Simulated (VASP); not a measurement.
# MgO (Pm-3m) in VASP: notebook

Aim: see how the results for MgO move with the level of theory and the settings. Levels: HSE06, PBE. Tasks: single point.

All numbers are computed with VASP 6.6.1; they aren't measurements. Logs are shortened: lines on timing, memory, paths and dates and some standing lists are left out, and cuts for length are marked.

## Step 1: Starting point

The structure is cubic, space group Pm-3m (No. 221). Conventional cell: a = 2.623 Å, b = 2.623 Å, c = 2.623 Å, α = 90.00°, β = 90.00°, γ = 90.00°. Mg (site symmetry m-3m) is surrounded by 8 O at 2.27 Å. O (site symmetry m-3m) is surrounded by 8 Mg at 2.27 Å.

The cell was built by a generator and needn't be a form met in nature.

## Step 2: Single point, HSE06

Contents of POSCAR:

```
MgO
1.0
    2.6233491285      0.0000000000      0.0000000000
    0.0000000000      2.6233491285      0.0000000000
    0.0000000000      0.0000000000      2.6233491285
Mg O
1 1
Direct
    0.0000000000      0.0000000000      0.0000000000
    0.5000000000      0.5000000000      0.5000000000
```

Contents of INCAR.step1:

```
ALGO     = Normal         # electronic algorithm
EDIFF    = 1E-5           # SCF threshold, eV
ENCUT    = 520            # plane-wave cutoff, eV
GGA      = PE             # functional
ISIF     = 2              # what is computed and relaxed
ISMEAR   = 0              # smearing method
LASPH    = True           # aspherical terms in the spheres
LREAL    = False          # projectors in reciprocal space
LWAVE    = True           # write WAVECAR
NBANDS   = 11             # bands
NELM     = 100            # most SCF steps
PREC     = Accurate       # precision mode
SIGMA    = 0.01           # smearing width, eV
```

Contents of INCAR.step2:

```
ALGO     = Normal         # electronic algorithm
EDIFF    = 1E-6           # SCF threshold, eV
ENCUT    = 520            # plane-wave cutoff, eV
GGA      = PE             # functional
HFSCREEN = 0.2079         # screening, 1/A
ISIF     = 2              # what is computed and relaxed
ISMEAR   = 0              # smearing method
ISTART   = 1            
LASPH    = True           # aspherical terms in the spheres
LCHARG   = True           # write CHGCAR
LELF     = True           # ELF
LHFCALC  = True           # exact exchange
LREAL    = False          # projectors in reciprocal space
LVHAR    = True         
LWAVE    = False          # write WAVECAR
NBANDS   = 11             # bands
NELM     = 100            # most SCF steps
PREC     = Accurate       # precision mode
PRECFOCK = Normal       
SIGMA    = 0.01           # smearing width, eV
```

Contents of KPOINTS:

```
k-points
0
Gamma
  4 4 4
```

Potentials or basis: VASP PAW PBE potentials, release 64 (Mg, O).

The run is started by

```sh
$ cat potpaw_PBE.64/Mg/POTCAR potpaw_PBE.64/O/POTCAR > POTCAR
$ cp INCAR.step1 INCAR
$ mpirun -np 1 vasp_std > vasp.out
$ cp INCAR.step2 INCAR
$ mpirun -np 1 vasp_std > vasp.out
```

OUTCAR:

```text
EDIFF = 1E-6
   ENCUT = 520
   GGA = PE
   HFSCREEN = 0.2079
   ISIF = 2
   ISMEAR = 0
   ISTART = 1
   LASPH = True
   LHFCALC = True
   LREAL = False
   NELM = 100
   PREC = Accurate
   PRECFOCK = Normal

 ion  position               nearest neighbor table
   1  0.000  0.000  0.000-   2 2.27   2 2.27   2 2.27   2 2.27   2 2.27   2 2.27   2 2.27   2 2.27

   2  0.500  0.500  0.500-   1 2.27   1 2.27   1 2.27   1 2.27   1 2.27   1 2.27   1 2.27   1 2.27

  LATTYP: Found a simple cubic cell.
 ALAT       =     2.6233491285

  Lattice vectors:

 A1 = (   2.6233491285,   0.0000000000,   0.0000000000)
 A2 = (   0.0000000000,   2.6233491285,   0.0000000000)
 A3 = (   0.0000000000,   0.0000000000,   2.6233491285)

Analysis of symmetry for initial positions (statically):
=====================================================================
 Subroutine PRICEL returns:
 Original cell was already a primitive cell.

 Routine SETGRP: Setting up the symmetry group for a
 simple cubic supercell.

 Subroutine GETGRP returns: Found 48 space group operations
 (whereof 48 operations were pure point group operations)
 out of a pool of 48 trial point group operations.

The static configuration has the point symmetry O_h .

Analysis of symmetry for dynamics (positions and initial velocities):
=====================================================================
 Subroutine PRICEL returns:
 Original cell was already a primitive cell.

 Routine SETGRP: Setting up the symmetry group for a
 simple cubic supercell.

 Subroutine GETGRP returns: Found 48 space group operations
 (whereof 48 operations were pure point group operations)
 out of a pool of 48 trial point group operations.

The dynamic configuration has the point symmetry O_h .

 Subroutine INISYM returns: Found 48 space group operations
 (whereof 48 operations are pure point group operations),
 and found     1 'primitive' translations

----------------------------------------------------------------------------------------

                                     Primitive cell

  volume of cell :      18.0538

  direct lattice vectors                    reciprocal lattice vectors
     2.623349129  0.000000000  0.000000000     0.381192114  0.000000000  0.000000000
[... 86 lines left out ...]
   ISMEAR =     0;   SIGMA  =   0.01  broadening in eV -4-tet -1-fermi 0-gaus
   EFERMI_NEDOS =   21; number of points for ismear=-14 and -15
   IALGO  =     38    algorithm
   IMIX   =      1    mixing-type and parameters
     AMIX     =   0.40;   BMIX     =  1.00
     AMIX_MAG =   1.60;   BMIX_MAG =  1.00
  volume/ion in A,a.u.               =       9.03        60.92
  Fermi-wavevector in a.u.,A,eV,Ry     =   1.248098  2.358563 21.194461  1.557749
  Thomas-Fermi vector in A             =   2.382200
   LORBIT       =      0    0 simple, 1 ext, 2 COOP (PROOUT), +10 PAW based schemes
   GGA     = PE    functional components
   LHFCALC =     T    Hartree Fock is set to
   PRECFOCK=normal    Normal, Fast or Accurate (Low or Medium for compatibility)
   ENCUT4O =  -1.0   cutoff for four orbital integrals eV
   NKREDX  =     1    reduce k-point grid by
   NKREDY  =     1    reduce k-point grid by
   NKREDZ  =     1    reduce k-point grid by
   AEXX    =    0.2500 exact exchange contribution
   HFSCREEN=    0.2079 screening length (either q_TF or 0.3 A-1)
   HFSCREENC=   0.2079 screening length for correlation (either q_TF or 0.3 A-1)
   ENCUTFOCK=  -1.0 apply spherical cutoff to Coloumb kernel
   IVDW    =     0    specifies the selected vdW correction
   LEPSILON=     F    determine dielectric tensor
   LRPA    =     F    only Hartree local field effects (RPA)
 non-spin polarized calculation
 Gauss-broadening in eV      SIGMA  =   0.01
  energy-cutoff  :      520.00
  volume of cell :       18.05
 maximum number of plane-waves:       500
 NGX is ok and might be reduce to    20
  NGX = 16; NGY = 16; NGZ = 16

 number of electron       7.9999999 magnetization

 Free energy of the ion-electron system (eV)
  ---------------------------------------------------
  ext. energy  EPLUGINS =         0.00000000
  ---------------------------------------------------
  free energy    TOTEN  =       -12.57447868 eV

  energy without entropy =      -12.57447868  energy(sigma->0) =      -12.57447868

 E-fermi :   4.1085     XC(G=0):  -9.3190

 val. band max:        4.0382819615   @ k =   0.5000   0.5000   0.0000
 cond. band min:       8.1908679295   @ k =   0.0000   0.0000   0.0000
 fundamental gap:      4.1525859679
 Fermi energy:         4.1085452394

 k-point     1 :       0.0000    0.0000    0.0000
  band No.  band energies     occupation
      1     -16.2211      2.00000
      2       2.9271      2.00000
      3       2.9271      2.00000
      4       2.9271      2.00000
      5       8.1909      0.00000
      6      16.2029      0.00000
      7      16.2029      0.00000
      8      26.8214      0.00000
      9      26.8214      0.00000
     10      26.8214      0.00000
     11      33.7903      0.00000
[... 113 lines left out ...]
 k-point    10 :       0.5000    0.5000    0.5000
  band No.  band energies     occupation
      1     -13.0755      2.00000
      2       0.0710      2.00000
      3       0.0710      2.00000
      4       0.0710      2.00000
      5      13.2031      0.00000
      6      13.2031      0.00000
      7      13.2031      0.00000
      8      22.5587      0.00000
      9      25.4258      0.00000
     10      25.4258      0.00000
     11      25.4258      0.00000

------------------------ aborting loop because EDIFF is reached ----------------------------------------

  FORCE on cell =-STRESS in cart. coord.  units (eV):
  Direction    XX          YY          ZZ          XY          YZ          ZX
  --------------------------------------------------------------------------------------
  -------------------------------------------------------------------------------------
  Total       -0.1332955     -0.1332955     -0.1332955     -0.0000000      0.0000000     -0.0000000
  in kB      -11.8292683    -11.8292683    -11.8292683     -0.0000000      0.0000000     -0.0000000
  external PRESSURE =     -11.8292683 kB  Pullay stress =       0.0000000 kB

 VOLUME and BASIS-vectors are now :
 -----------------------------------------------------------------------------
  energy-cutoff  :      520.00
  volume of cell :       18.05
      direct lattice vectors                 reciprocal lattice vectors
     2.623349129  0.000000000  0.000000000     0.381192114  0.000000000  0.000000000
     0.000000000  2.623349129  0.000000000     0.000000000  0.381192114  0.000000000
     0.000000000  0.000000000  2.623349129     0.000000000  0.000000000  0.381192114

 POSITION                                       TOTAL-FORCE (eV/Angst)
 -----------------------------------------------------------------------------------
      0.00000      0.00000      0.00000         0.000000      0.000000      0.000000
      1.31167      1.31167      1.31167         0.000000      0.000000      0.000000
 -----------------------------------------------------------------------------------
    total drift:                                0.000015      0.000015      0.000015

  FREE ENERGIE OF THE ION-ELECTRON SYSTEM (eV)
  ---------------------------------------------------
  free  energy   TOTEN  =       -12.5744786768 eV

  energy  without entropy=      -12.5744786768  energy(sigma->0) =      -12.57447868
```

OUTCAR.step1:

```text
EDIFF = 1E-5
   ENCUT = 520
   GGA = PE
   ISIF = 2
   ISMEAR = 0
[... 347 lines left out ...]
 -----------------------------------------------------------------------------------
      0.00000      0.00000      0.00000         0.000000      0.000000      0.000000
      1.31167      1.31167      1.31167         0.000000      0.000000      0.000000
 -----------------------------------------------------------------------------------
    total drift:                                0.000000      0.000000      0.000000

  FREE ENERGIE OF THE ION-ELECTRON SYSTEM (eV)
  ---------------------------------------------------
  free  energy   TOTEN  =       -10.3485605981 eV

  energy  without entropy=      -10.3485605981  energy(sigma->0) =      -10.34856060
```

Wall time 30 s (1 thread of Intel Xeon 6975P-C (Granite Rapids), shared host); peak memory 0.22 GiB.

What came out:

```
Free energy            : -12.5745 eV
Pressure               : -1.2 GPa
Band gap on the k mesh : 4.15 eV, indirect (least direct gap 5.26 eV)
```

Levels at points of the mesh, in eV from the valence-band top:
```csv
k point,band 2,band 3,band 4,band 5,band 6,band 7
"(0.00, 0.00, 0.00)",-1.11,-1.11,-1.11,4.15,12.16,12.16
"(0.50, 0.00, 0.00)",-7.02,-0.62,-0.62,8.82,11.61,16.47
"(0.50, 0.50, 0.00)",-5.13,-5.13,0.00,6.54,14.42,14.42
"(0.50, 0.50, 0.50)",-3.97,-3.97,-3.97,9.16,9.16,9.16
```

Caveat: the k mesh is coarse (spacing up to 0.60 Å⁻¹), so the values aren't converged, least of all with exact exchange; the PAW data sets were made with another functional, which shifts forces and pressure a little.

## Step 3: Single point, PBE

Contents of INCAR:

```
SYSTEM = MgO
  PREC = Accurate
  ENCUT = 520
  EDIFF = 1E-7
  ISMEAR = 0
  SIGMA = 0.01
  LREAL = .False.
  LASPH = .True.
  NELM = 100
  ALGO = Fast
  ISIF = 2
  LWAVE = .False.
  LCHARG = .False.
  GGA = PE
  NBANDS = 11
```

Contents of KPOINTS:

```
regular mesh
0
Gamma
  6 6 6
  0 0 0
```

POSCAR is that of step 2.

Potentials or basis: VASP PAW PBE potentials, release 64 (Mg, O).

The run is started by

```sh
$ cat potpaw_PBE.64/Mg/POTCAR potpaw_PBE.64/O/POTCAR > POTCAR
$ mpirun -np 1 vasp_std > vasp.out
```

Run time: 3.1 s. Hardware: 1 thread of Intel Xeon 6975P-C (Granite Rapids), shared host; peak memory 0.12 GiB.

It converged, with:

```yaml
Free_energy: -10.3862 eV
Pressure: 5.5 GPa
Band_gap_on_the_k_mesh: 2.62 eV, indirect (least direct gap 3.64 eV)
```

Levels at points of the mesh, in eV from the valence-band top:
```
           k point  band 1  band 2  band 3  band 4  band 5  band 6  band 7  band 8
(0.00, 0.00, 0.00)  -18.59   -1.02   -1.02   -1.02    2.62   10.47   10.47   20.48
(0.50, 0.00, 0.00)  -17.35   -6.57   -0.57   -0.57    7.11    9.55   14.60   17.49
(0.50, 0.50, 0.00)  -16.46   -4.76   -4.76    0.00    4.99   12.30   12.30   13.43
(0.50, 0.50, 0.50)  -15.60   -3.67   -3.67   -3.67    7.53    7.53    7.53   16.50
```
